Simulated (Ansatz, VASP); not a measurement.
# Two plane-wave programs on Ga

Contents of INCAR:

```
SYSTEM = Ga
PREC = Accurate
ENCUT = 520
EDIFF = 1E-7
ISMEAR = -1
SIGMA = 0.05
LREAL = .False.
LASPH = .True.
NELM = 60
ALGO = Normal
ISIF = 2
LWAVE = .False.
LCHARG = .True.
GGA = PS
LELF = .True.
LVHAR = .True.
NBANDS = 20
```

Contents of KPOINTS:

```
Automatic mesh
0
Gamma
  10 10 8
  0 0 0
```

The input POSCAR:

```
Ga
1.0
    1.4500000000     -4.0650000000      0.0000000000
    1.4500000000      4.0650000000      0.0000000000
    0.0000000000      0.0000000000      3.1700000000
Ga
2
Direct
    0.1330000000      0.8670000000      0.7500000000
    0.8670000000      0.1330000000      0.2500000000
```

File input.yaml:

```yaml
crystal:
  lattice:
    - [1.45, -4.065, 0.0]
    - [1.45, 4.065, 0.0]
    - [0.0, 0.0, 3.17]
  atoms:
    - { symbol: Ga, position: [0.133, 0.867, 0.75] }
    - { symbol: Ga, position: [0.867, 0.133, 0.25] }
hamiltonian:
  xc: pbesol
  pseudopotentials: { kind: paw }
kpoints:
  mp_grid: { grid: [10, 10, 8] }
scf:
  occupations: { method: fermi_dirac, width: 0.05 }
output:
  forces: true
  stress: true
  eigenvalues: true
```

This isn't the form of Ga at room conditions, which is orthorhombic.

Alike in both runs: task single point; functional PBEsol; k mesh 10 × 10 × 8; occupations fermi-dirac, width 0.05 eV; no spin polarisation.

```csv
,VASP,Ansatz
version,VASP 6.6.1,Ansatz 0.2.0
potentials or method,"VASP PAW PBE potentials, release 64 (Ga_d)",Ansatz PAW
plane-wave cutoff (eV),520,420
valence electrons in the cell,26,26
```

|  | VASP | Ansatz | Ansatz less VASP |
| --- | --- | --- | --- |
| gap on the k mesh at the Fermi level (eV) | none | none | - |
| pressure (GPa) | -2.0 | -2.1 | -0.13 |
| largest component of the traceless stress (GPa) | 1.63 | 1.63 | 0.000 |
| rms of the force components (eV/Å) | 0.121 | 0.122 | +0.0006 |

Atom by atom the forces differ by 0.001 eV/Å (rms over components). A gap of «none» marks a metal or a gap that the smearing closes. The functional is the same, so the differences come from potentials, cutoffs and numerics.

Caveats: the PAW data sets were made with another functional, which shifts forces and pressure a little (VASP); the PAW data sets come from PBE, with cores solved anew for the run's functional, which leaves a small shift of forces and pressure (Ansatz).
